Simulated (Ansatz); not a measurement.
The system is Ir.

```xyz
2
Lattice="2.7514 0.0000 0.0000 -1.3757 2.3828 0.0000 0.0000 0.0000 4.4623" Properties=species:S:1:pos:R:3 pbc="T T T"
Ir    0.0000    1.5885    1.1156
Ir    1.3757    0.7943    3.3467
```

This isn't the form of Ir at room conditions, which is fcc.

Base run:

- Program: Ansatz 0.2.0
- Functional: LDA
- Potentials or basis: Ansatz PAW
- Cutoff: 420 eV
- Density cutoff: 1680 eV
- k mesh: 11 × 11 × 6
- Occupations: fermi-dirac, width 0.05 eV
- Spin: no spin polarisation

Its results: band gap on the k mesh none (metal or under the smearing width); pressure -17.8 GPa.

After a change of settings the same cell gave: band gap on the k mesh none (metal or under the smearing width); pressure -17.0 GPa. Which change was it?
A. functional from LDA to PBEsol; spin from no spin polarisation to spin-orbit coupling, no magnetisation; potential files from those of the base run to others of the same set
B. functional from LDA to r2SCAN; cutoff from 420 eV to 500 eV; density cutoff from 1680 eV to 2000 eV
C. functional from LDA to BLYP
D. k mesh from 11 × 11 × 6 to 8 × 8 × 5

D.

Caveats: the PAW data sets come from PBE, with cores solved anew for the run's functional, which leaves a small shift of forces and pressure; so large a pressure means that the cell lies far from this level's equilibrium, or that cutoff or potentials fall short (some runs).

Not every run made on this cell is shown here.
